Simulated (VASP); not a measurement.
# VASP 6.6.1 run: SrO

INCAR

```
PREC = Accurate
EDIFF = 1E-7
NELM = 53
ISMEAR = -1
NBANDS = 15
IVDW = 11
GGA = PE
IBRION = -1
ISIF = 2
LCHARG = .FALSE.
ENCUT = 520
NSW = 0
LREAL = .FALSE.
LWAVE = .FALSE.
LASPH = .TRUE.
SIGMA = 0.02
```

KPOINTS

```
KPOINTS created by Atomic Simulation Environment
0
Gamma
8 8 8
0 0 0
```

POSCAR

```
Sr O
 1.0000000000000000
     0.0000000000000000    2.6314901723999999    2.6314901723999999
     2.6314901723999999    0.0000000000000000    2.6314901723999999
     2.6314901723999999    2.6314901723999999    0.0000000000000000
 Sr  O
   1   1
Cartesian
  0.0000000000000000  0.0000000000000000  0.0000000000000000
  2.6314901723999999  2.6314901723999999  2.6314901723999999
```

The recommended PBE PAW datasets give the neutral cell 16 valence electrons.

Command

```
mpirun -np 1 vasp_std
```

OSZICAR

```
N       E                     dE             d eps       ncg     rms          rms(c)
DAV:   1     0.682975421062E+02    0.68298E+02   -0.85432E+03   878   0.105E+03
DAV:   2    -0.109930094443E+02   -0.79291E+02   -0.71138E+02  1216   0.214E+02
DAV:   3    -0.141847529729E+02   -0.31917E+01   -0.31736E+01  1128   0.400E+01
DAV:   4    -0.142454300341E+02   -0.60677E-01   -0.60674E-01  1148   0.545E+00
DAV:   5    -0.142464552925E+02   -0.10253E-02   -0.10253E-02  1070   0.563E-01    0.146E+01
DAV:   6    -0.122210760725E+02    0.20254E+01   -0.69907E+00   884   0.190E+01    0.170E+01
DAV:   7    -0.120556553771E+02    0.16542E+00   -0.35587E-01   996   0.512E+00    0.985E+00
DAV:   8    -0.120446239290E+02    0.11031E-01   -0.12581E-01  1087   0.362E+00    0.361E-01
DAV:   9    -0.120453186089E+02   -0.69468E-03   -0.68428E-03  1048   0.545E-01    0.237E-01
DAV:  10    -0.120457717166E+02   -0.45311E-03   -0.45216E-04   968   0.208E-01    0.946E-02
DAV:  11    -0.120459509014E+02   -0.17918E-03   -0.19985E-04   947   0.104E-01    0.279E-02
DAV:  12    -0.120459724766E+02   -0.21575E-04   -0.30870E-05   926   0.383E-02    0.187E-02
DAV:  13    -0.120459718072E+02    0.66935E-06   -0.10658E-06   989   0.102E-02    0.354E-03
DAV:  14    -0.120459714677E+02    0.33954E-06   -0.21611E-07  1135   0.338E-03    0.225E-03
DAV:  15    -0.120459714853E+02   -0.17659E-07   -0.11626E-08   491   0.112E-03
   1 F= -.12366285E+02 E0= -.12366285E+02  d E =-.323222E-11
```

From OUTCAR

```
k-points           NKPTS =     29   k-points in BZ     NKDIM =     29   number of bands    NBANDS=     15

   NELECT =      16.0000    total number of electrons

   dimension x,y,z NGX =    28 NGY =   28 NGZ =   28
   dimension x,y,z NGXF=    56 NGYF=   56 NGZF=   56

  energy-cutoff  :      520.00
  volume of cell :       36.44
      direct lattice vectors                 reciprocal lattice vectors
     0.000000000  2.631490172  2.631490172    -0.190006410  0.190006410  0.190006410
     2.631490172  0.000000000  2.631490172     0.190006410 -0.190006410  0.190006410
     2.631490172  2.631490172  0.000000000     0.190006410  0.190006410 -0.190006410

 k-points in reciprocal lattice and weights: KPOINTS created by Atomic Simulation Env
   0.00000000  0.00000000  0.00000000       0.002
   0.12500000  0.00000000  0.00000000       0.016
   0.25000000  0.00000000  0.00000000       0.016
   0.37500000  0.00000000  0.00000000       0.016
   0.50000000  0.00000000  0.00000000       0.008
   0.12500000  0.12500000  0.00000000       0.012
   0.25000000  0.12500000  0.00000000       0.047
   0.37500000  0.12500000  0.00000000       0.047
   ...

 E-fermi :   1.7748

 k-point     1 :       0.0000    0.0000    0.0000
  band No.  band energies     occupation
      1     -31.2968      2.00000
      2     -13.6545      2.00000
      3     -12.9985      2.00000
      4     -12.9985      2.00000
      5     -12.9985      2.00000
      6       1.3478      2.00000
      7       1.3478      2.00000
      8       1.3478      2.00000
      9       4.8520      0.00000
     10       7.3979      0.00000
     11       7.3979      0.00000
     12       7.3979      0.00000
     13       9.4127      0.00000
     14       9.4127      0.00000
     15      13.7126      0.00000

 k-point     2 :       0.1250    0.0000    0.0000
  band No.  band energies     occupation
      1     -31.2822      2.00000
      2     -14.0422      2.00000
      3     -13.0089      2.00000
      4     -13.0089      2.00000
      5     -12.6485      2.00000
      6       0.9122      2.00000
      7       1.1747      2.00000
      8       1.1747      2.00000
      9       5.5261      0.00000
     10       7.2521      0.00000
     11       7.6800      0.00000
     12       7.6800      0.00000
     13       9.7747      0.00000
     14       9.7747      0.00000
     15      14.6342      0.00000

 k-point     3 :       0.2500    0.0000    0.0000
  band No.  band energies     occupation
      1     -31.2468      2.00000
      2     -14.5713      2.00000
      3     -13.0337      2.00000
      4     -13.0337      2.00000
      5     -12.2104      2.00000
      6       0.1362      2.00000
      7       0.7981      2.00000
      8       0.7981      2.00000
      9       6.9380      0.00000
     10       7.2285      0.00000
     11       8.4420      0.00000
     12       8.4420      0.00000
     13      10.6869      0.00000
     14      10.6869      0.00000
     15      16.4161      0.00000

 ...

  Total      -1.01589    -1.01589    -1.01589     0.00000     0.00000    -0.00000
  in kB     -44.66030   -44.66030   -44.66030     0.00000     0.00000    -0.00000
  external pressure =      -44.66 kB  Pullay stress =        0.00 kB

 POSITION                                       TOTAL-FORCE (eV/Angst)
 -----------------------------------------------------------------------------------
      0.00000      0.00000      0.00000         0.000000      0.000000      0.000000
      2.63149      2.63149      2.63149        -0.000000     -0.000000     -0.000000
 -----------------------------------------------------------------------------------
    total drift:                                0.000000      0.000000      0.000000

  FREE ENERGIE OF THE ION-ELECTRON SYSTEM (eV)
  ---------------------------------------------------
  free  energy   TOTEN  =       -12.3662851236 eV

  energy  without entropy=      -12.3662851236  energy(sigma->0) =      -12.36628512
```

It converged. Results: gap between bands v and c on the k mesh 3.29 eV; least direct gap on the k mesh 3.42 eV; pressure -4.5 GPa. Band v is the last that the valence electrons fill when counted band by band, and c is the next.

For comparison, a separate PBE run of the intended cell, on usual settings and not on those above, gives a gap of 3.29 eV on its mesh and a pressure of -2.6 GPa.

The run above took about 12 s on one core of a shared host (Intel Xeon Platinum 8488C) and held 0.16 GiB at most.
